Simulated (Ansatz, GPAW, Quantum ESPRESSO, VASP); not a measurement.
# MnS: 4 runs at one level of theory

```
Mn S
1.0
     0.00000    2.60450    2.60450
     2.60450    0.00000    2.60450
     2.60450    2.60450    0.00000
Mn S
1 1
Direct
  0.00369 0.00203 0.98863
  0.50638 0.51126 0.48776
```

Atoms were shifted at random by some hundredths of an Å from the given cell, which wasn't relaxed again for these runs.

Alike in all runs: task single point; functional PBEsol; k mesh 9 × 9 × 9; occupations fermi-dirac, width 0.05 eV; collinear spin, ferromagnetic start; no spin-orbit coupling. Pressure is positive in compression and, in plane waves, holds the error of the finite cutoff.

```csv
program and potentials,plane-wave cutoff (eV),notes,pressure (GPa),net moment per atom (μB),largest force (eV/Å)
"VASP, PBE PAW files Mn_pv, S, 520 eV",520,potentials made for PBE; 9.5 valence electrons an atom on average,-7.12,2.34,0.088
"Ansatz, all-electron LAPW, scalar-relativistic",-,-,-7.21,2.34,0.087
"GPAW, PAW data sets generated for this functional",600,10.5 valence electrons an atom on average,-7.15,2.33,0.093
"Quantum ESPRESSO, GBRV 1.5 PBEsol",612,10.5 valence electrons an atom on average,?,?,?
```

**Question.** Estimate from the other rows what the run with Quantum ESPRESSO, GBRV 1.5 PBEsol gave.

**Answer.** Pressure -7.18 GPa; net moment per atom 2.35 μB; largest force 0.088 eV/Å. The other rows, which needn't bracket it: pressure -7.21 to -7.12; net moment per atom 2.33 to 2.34; largest force 0.087 to 0.093.
